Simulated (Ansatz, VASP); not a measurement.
# CdS in VASP and in Ansatz

```
Cd S
1.0
     0.00000    2.75324    2.68441
     2.75324    0.00000    2.68441
     2.75324    2.75324    0.00000
Cd S
1 1
Direct
  0.00000 0.00000 0.00000
  0.50000 0.50000 0.50000
```

Change from the starting cell: strain +0.000 along x and y, -0.025 along z, atoms carried along.

Alike in both runs: task single point; functional PBE; k mesh 10 × 10 × 10; occupations gaussian, width 0.03 eV; no spin polarisation.

```csv
,VASP,Ansatz
version,VASP 6.6.1,Ansatz 0.2.0
potentials or method,"VASP PAW PBE potentials, release 64 (Cd, S)","scalar-relativistic, plane waves, PAW"
plane-wave cutoff (eV),520,420
valence electrons in the cell,18,26
```

Ansatz gave:

| Property | Result |
| --- | --- |
| gap on the k mesh at the Fermi level (eV) | 0.13 |
| least direct gap on the mesh (eV) | 1.68 |
| pressure (GPa) | 1.5 |
| largest component of the traceless stress (GPa) | 1.38 |

Question: Estimate VASP's values.

Answer: gap on the k mesh at the Fermi level (eV): 0.12; least direct gap on the mesh (eV): 1.65; pressure (GPa): 1.9; largest component of the traceless stress (GPa): 1.45.

With one functional, cell and mesh, what is left measures potentials, basis and numerics. The two sets of potentials don't hold the same shells in valence.
